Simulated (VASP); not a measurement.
A run of VASP 6.6.1:

INCAR

```
SYSTEM = Si2Ni
PREC     = Accurate       ! precision mode
ENCUT    = 500            ! plane-wave cutoff, eV
EDIFF    = 1E-6           ! SCF threshold, eV
ISMEAR   = 0              ! smearing method
SIGMA    = 0.05           ! smearing width, eV
LREAL    = .FALSE.        ! projectors in reciprocal space
LASPH    = .TRUE.         ! aspherical terms in the spheres
NELM     = 120            ! most SCF steps
ALGO     = Normal         ! electronic algorithm
ISIF     = 2              ! what is computed and relaxed
LWAVE    = .FALSE.        ! write WAVECAR
LCHARG   = .FALSE.        ! write CHGCAR
ISPIN    = 2              ! spin polarisation
MAGMOM   = 1 0 0          ! initial moments
LORBIT   = 11             ! projections on sites
LMAXMIX  = 4              ! l up to which the mixer works
```

Contents of KPOINTS:

```
Automatic mesh
0
G
  9 9 9
  0 0 0
```

Contents of POSCAR:

```
Si2Ni
1.0
    0.0000000000      2.7030000000      2.7030000000
    2.7030000000      0.0000000000      2.7030000000
    2.7030000000      2.7030000000      0.0000000000
Ni Si
1 2
Direct
    0.0000000000      0.0000000000      0.0000000000
    0.7500000000      0.7500000000      0.7500000000
    0.2500000000      0.2500000000      0.2500000000
```

Potentials or basis: VASP PAW LDA potentials, release 64 (Ni, Si).

The run is started by

```sh
$ cat potpaw_LDA.64/Ni/POTCAR potpaw_LDA.64/Si/POTCAR > POTCAR
$ mpirun -np 1 vasp_std > vasp.out
```

Hardware: 1 thread of Intel(R) Xeon(R) Platinum 8488C (Sapphire Rapids), with other jobs on the host.

**Question.** How long does it take, and how much memory?

**Answer.** Run time: 26 s on 1 thread of Intel(R) Xeon(R) Platinum 8488C (Sapphire Rapids), on a shared host, peak memory 0.16 GiB. Counts: scf iterations 13, k points 35.
